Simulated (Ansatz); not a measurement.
# Ba (Fm-3m), a film clamped to a substrate

Level of theory: DFT PBE, scalar-relativistic, plane waves, PAW (Ansatz). Cutoff 420 eV, Γ-centred 14×14×14 k-points, Gaussian smearing of 0.15 eV. Spin–orbit coupling is left out, which matters for the heavy elements here. No spin polarisation. Energies are free energies at this smearing, counted from the undisturbed cell; pressure is positive in compression.

The undisturbed cell (as given, not relaxed at this level; it stands at -0.4 GPa; this fcc form isn't the usual structure):

```
CELL_PARAMETERS angstrom
0.00000 3.23267 3.23267
3.23267 0.00000 3.23267
3.23267 3.23267 0.00000
ATOMIC_POSITIONS crystal
Ba 0.00000 0.00000 0.00000
```

The cell (1 atom, V0 = 67.56 Å³) is strained by p along both x and y and by q along z, fractional coordinates fixed. τp = (1/V0) ∂E/∂p = (σxx + σyy)(1 + p)(1 + q) and τq = (1/V0) ∂E/∂q = σzz(1 + p)², with tension positive.

```
     p q  ΔE (meV/atom)  τp (GPa)  τq (GPa)
 0.000   0.000           0.00      0.80      0.40
-0.050   0.000           0.68     -0.95     -0.28
 0.050   0.000          31.52      2.13      1.08
 0.000  -0.050          -4.22      0.03      0.00
 0.000   0.050          12.90      1.41      0.83
```

Task: Get the second derivatives of the energy density.

Result: Central differences give A = ∂τp/∂p = 31 GPa (C11 + C22 + 2 C12), C = ∂τq/∂q = 8.2 GPa (C33) and the cross term B = ∂τq/∂p = 13.6 GPa (C13 + C23); ∂τp/∂q = 13.8 GPa must equal B, and any difference shows higher-order terms. Steps this large leave an error of some per cent of A or C in all of these, which can swamp a small B. The ions are clamped. In a cubic crystal C11 = C = 8.2, C12 = B/2 = 6.8 GPa and A should be 2(C11 + C12) = 30 GPa; the bulk modulus is (C11 + 2 C12)/3 = 7.3 GPa.

Task: A film of this crystal grows with z along the normal on a substrate that imposes p. How does its thickness respond, and what does the misfit cost?

Result: Count p and q from the stress-free cell. A free surface needs τq = 0, so q = −(B/C) p = -1.65 p. The energy density left is (A − B²/C) p²/2 = M p², with the biaxial modulus M = 4.2 GPa (a small difference of large numbers, so errors of a few per cent in A, B and C become tens of per cent in M); a misfit of 1 % costs 0.18 meV/atom, against 0.65 meV/atom if the thickness were held.

At p = -0.050 the energies along q are 12.5 (q = -0.050), 0.7 (q = 0.000), 0.9 (q = 0.050) meV/atom.

Task: Does the linear rule hold at this misfit?

Result: A parabola through the lowest point and its neighbours has its minimum at q = 0.024, -0.7 meV/atom. With the stress left in the starting cell, τp0 and τq0, linear elasticity gives q = −(τq0 + Bp)/C = 0.034 and E = V0(τp0 p + τq0 q + Ap²/2 + Bpq + Cq²/2)/N = -2.7 meV/atom. The energies differ by more than a tenth, so the quadratic law fails here: the gap holds the anharmonic part, with some error from the wide steps. Cubic terms also shift the vertex of so wide a parabola.

In a metal these slopes depend on the k mesh and the smearing.